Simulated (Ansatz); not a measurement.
Runs of Ansatz 0.2.0 on FeGe. Symmetry: P6/mmm, No. 191, hexagonal system. The conventional cell has a = 4.998 Å, b = 4.998 Å, c = 4.116 Å, α = 90.00°, β = 90.00°, γ = 120.00°. Around Ge (site symmetry -6m2) lie 6 Fe at 2.51 Å and 3 Ge at 2.89 Å. Around Ge (site symmetry 6/mmm) lie 6 Fe at 2.50 Å. Fe (site symmetry mmm) is surrounded by 6 Ge at 2.50 to 2.51 Å and 4 Fe at 2.50 Å. The cell is a database's computed one.

```tsv
level	U	hubbard projectors	double counting	gap on the mesh (eV)	pressure (GPa)	moment (μB)	relaxed volume (Å³/atom)
LDA+U	Fe d U = 3 eV	ortho-atomic (the default)	fll (the default)	none	0.0	6.68	14.25
LDA+U	Fe d U = 1 eV	ortho-atomic (the default)	fll (the default)	none	0.0	4.24	13.46
LDA+U	Fe d U = 4 eV	ortho-atomic (the default)	fll (the default)	none	0.0	(b)	14.94
LDA+U	Fe d U = 6 eV	ortho-atomic (the default)	fll (the default)	none	0.0	(a)	16.03
LDA+U	Fe d U = 2 eV	ortho-atomic (the default)	fll (the default)	none	0.0	5.80	(c)
LDA	-	-	-	none	0.0	3.24	13.34
LDA+U	Fe d U = 5 eV	ortho-atomic (the default)	fll (the default)	none	0.0	8.15	15.39
```

Alike in all rows: task relaxation of cell and atoms; potentials or basis Ansatz PAW; spin collinear, ferromagnetic start; cell relaxed; k mesh 6 × 6 × 7; cutoff (eV) 420; smearing fermi-dirac 0.05 eV.

Task: Fill in the values left out.

Result: (a) 8.44; (b) 7.80; (c) 13.86.

Caveats: the plane-wave basis is chosen anew once the cell has moved, so the energies of steps on either side of that aren't comparable; the PAW data sets come from PBE, with cores solved anew for the run's functional, which leaves a small shift of forces and pressure; the magnetic or orbital state may not be the lowest (some runs); the U is typed as a test and isn't derived for this compound (some runs).

A k mesh can miss the band edges, and the runs leave out spin-orbit coupling on Ge.

A gap of «none» marks a metal or a gap under the smearing width.
